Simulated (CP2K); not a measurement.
The system is Sb.

```
Sb
1.0
     3.35344    0.00000    0.00000
     1.67672    2.90417    0.00000
     1.67672    0.96806    2.73808
Sb
1
Direct
  0.00000 0.00000 0.00000
```

This isn't the form of Sb at room conditions, which is rhombohedral.

Base run:

- Program: CP2K 2026.2
- Functional: PBE
- Potentials or basis: POTENTIAL_UZH Sb GTH-PBE-q5; TZVP-MOLOPT-PBE-GTH basis
- Density cutoff: 9184 eV
- k mesh: 10 × 10 × 10
- Occupations: fermi-dirac, width 0.05 eV
- Spin: no spin polarisation

Its results: band gap on the k mesh none (metal or under the smearing width); pressure 3.4 GPa.

Task: The run is repeated on the same cell with these changes: functional from PBE to HLE17. What comes out?

Result: Band gap on the k mesh none (metal or under the smearing width); pressure 0.9 GPa.

Caveats: spin-orbit coupling is left out, which moves the levels of the heavy elements; the basis of atomic orbitals isn't converged, which shifts pressures, moduli and gaps; the potentials were made for another functional, which shifts forces and pressure (some runs); the potentials were made for a functional far from this one (some runs).
